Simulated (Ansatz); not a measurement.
## Strain and the gap of SrCl2 (fluorite)

SrCl2 built on the fluorite prototype, relaxed with r2SCAN in the PAW code Ansatz. Space group Fm-3m (No. 225), cubic; a = 6.995 Å in the conventional setting, 28.53 Å³ an atom. Around Sr lie 8 Cl at 3.03 Å; around Cl lie 4 Sr at 3.03 Å.

The axes x, y and z are those of this cell:
```yaml
crystal:
  lattice:
    - [0.00000, 3.49772, 3.49772]
    - [3.49772, 0.00000, 3.49772]
    - [3.49772, 3.49772, 0.00000]
  atoms:
    - { symbol: Sr, position: [0.00000, 0.00000, 0.00000] }
    - { symbol: Cl, position: [0.25000, 0.25000, 0.25000] }
    - { symbol: Cl, position: [0.75000, 0.75000, 0.75000] }
```

Unstrained: The PBE gap is indirect, 5.312 eV (X to Γ), below the direct gap of 5.512 eV at X. With r2SCAN the valence top lies at X and the conduction bottom at Γ, 5.937 eV higher; the smallest vertical gap, at X, is 5.994 eV. With HSE06 the valence top lies at X and the conduction bottom at Γ, 6.591 eV higher; the smallest vertical gap, at X, is 6.829 eV. Meshes: PBE 6×6×6, r2SCAN 6×6×6, HSE06 4×4×4. Strains are changes of length per length. After each strain the atoms were relaxed again with r2SCAN within the symmetry that the strain leaves, so tilts or polar shifts that break it weren't tested; points keep the names that they have in the unstrained zone. Spin-unpolarised throughout; all numbers are computed.

Changes of the least gap in eV (an overlap counts as a negative gap):

| strain | volume change (%) | space group | PBE | r2SCAN | HSE06 | energy rise, r2SCAN (meV/atom) |
| --- | --- | --- | --- | --- | --- | --- |
| uniaxial -1.46 % along z | -1.5 | I4/mmm | -0.012 | -0.017 | -0.012 | 1.4 |
| biaxial -2.81 % in x and y, z held | -5.5 | I4/mmm | +0.096 | -0.055 | +0.121 | 13.9 |
| uniaxial +3.49 % along x | +3.5 | I4/mmm | -0.237 | -0.243 | -0.242 | 7.6 |

Uniaxial -1.46 % along z, other directions held. r2SCAN: the gap goes from 5.937 to 5.920 eV (-0.017 eV); it turns from indirect (X → Γ) to direct (X). HSE06: the gap goes from 6.591 to 6.579 eV (-0.012 eV). Stress change with r2SCAN, compression positive: xx +0.30, yy +0.30, zz +1.12 GPa.

Biaxial -2.81 % in x and y, z held. r2SCAN: the gap goes from 5.937 to 5.882 eV (-0.055 eV); it turns from indirect (X → Γ) to direct (X). HSE06: the gap goes from 6.591 to 6.712 eV (+0.121 eV). Stress change with r2SCAN, compression positive: xx +3.00, yy +3.00, zz +1.32 GPa.

Uniaxial +3.49 % along x, other directions held. HSE06: the gap goes from 6.591 to 6.349 eV (-0.242 eV). Stress change with r2SCAN, compression positive: xx -2.35, yy -0.59, zz -0.59 GPa.

The meshes of the hybrids are coarse, so their gaps aren't converged to the digits shown.
